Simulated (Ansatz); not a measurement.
Ge (Fd-3m), work and stress of cleavage

Theory: DFT PBE, scalar-relativistic, plane waves, PAW in Ansatz 0.2.0. Settings: plane waves to 420 eV, k-mesh 17×17×6 (Γ-centred), Gaussian smearing 0.15 eV. No spin polarisation. Energies are free energies at this smearing, counted from the undisturbed cell; pressure is positive in compression.

The undisturbed cell (relaxed at this level):

```xyz
6
Lattice="2.8805 -2.8805 0.0000 2.8805 0.0000 -2.8805 5.7611 5.7611 5.7611" Properties=species:S:1:pos:R:3 pbc="T T T"
Ge    6.9611    1.2000    1.2000
Ge    1.2000    1.2000    1.2000
Ge    6.9611    4.0806    4.0806
Ge    8.4014    2.6403    2.6403
Ge    2.6403    2.6403    2.6403
Ge    2.6403   -0.2402   -0.2402
```

The cut lies on the cell's a–b face, a (1 1 1) plane (indices in the standard cell, whose axes needn't be the Cartesian ones shown) of area 14.37 Å², between layers 2.49 Å apart. Vector c is lengthened by d along the normal with the atoms' Cartesian places fixed: one unrelaxed cut a cell. The traction is positive where the two halves pull on each other.

| d (Å) | energy (J/m²) | traction (GPa) |
| --- | --- | --- |
| 0.00 | 0.00 | 0.0 |
| 0.50 | 0.48 | 13.7 |
| 1.00 | 1.13 | 11.3 |
| 2.00 | 1.82 | 3.1 |
| 3.00 | 1.95 | 0.4 |
| 6.00 | 1.97 | 0.0 |

Question: What are the work of separation and the cleavage stress, and do they fit the universal binding curve?

Answer: The energy levels off near W ≈ 1.97 J/m² (the traction is down to 0.0 GPa), the energy of the two unrelaxed faces, 0.99 J/m² each on average. The largest sampled traction is 13.7 GPa at d = 0.50 Å, and a parabola through it and its two neighbours peaks at σ_max ≈ 14.7 GPa, d ≈ 0.67 Å. The curve E = W[1 − (1 + d/ℓ)exp(−d/ℓ)] peaks in traction at d = ℓ with σ_max = W/(eℓ); with 1 J/m² per Å = 10 GPa this W and σ_max give ℓ = 0.49 Å. A parabola through that curve at the same three d peaks at 0.64 Å, against 0.67 Å here, a fair fit. Real crystals break at far lower stress, because cracks concentrate it, and on the plane of lowest W, which needn't be this one.

The cut is rigid; relaxing the faces lowers these energies and usually the stresses.

In a metal these slopes depend on the k mesh and the smearing.

Cost: 6 runs of about 17 core-minutes in all, on Intel Xeon Processor @ 2.50GHz (Skylake/Cascade Lake) (shared hosts).